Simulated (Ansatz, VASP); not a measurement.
# Zr in VASP and in Ansatz

```
CELL_PARAMETERS angstrom
3.25340 0.00000 0.00000
-1.62670 2.81753 0.00000
0.00000 0.00000 5.18109
ATOMIC_POSITIONS crystal
Zr 0.33333 0.66667 0.25000
Zr 0.66667 0.33333 0.75000
```

Change from the starting cell: volume scaled by 1.02, crystal datasets.

Alike in both runs: task electric field gradients; functional PBE; k mesh 13 × 13 × 7; occupations fermi-dirac, width 0.08 eV; no spin polarisation.

|  | VASP | Ansatz |
| --- | --- | --- |
| version | VASP 6.6.1 | Ansatz 0.2.0 |
| potentials or method | VASP PAW PBE potentials, release 64 (Zr_sv), cutoff 520 eV | all-electron PAW with datasets made for the crystal, scalar-relativistic |

|  | VASP | Ansatz | Ansatz less VASP |
| --- | --- | --- | --- |
| pressure (GPa) | -1.3 | -1.3 | +0.01 |
| largest component of the traceless stress (GPa) | 0.35 | 0.35 | +0.001 |
| Vzz of the field gradient on the site that differs most (V/Å²) | 39.8 | 40.4 | +0.58 |

Ansatz ran all-electron here, so the differences hold the error of VASP's frozen core and of both bases. Ansatz warned: «gradients_without_spin_orbit».
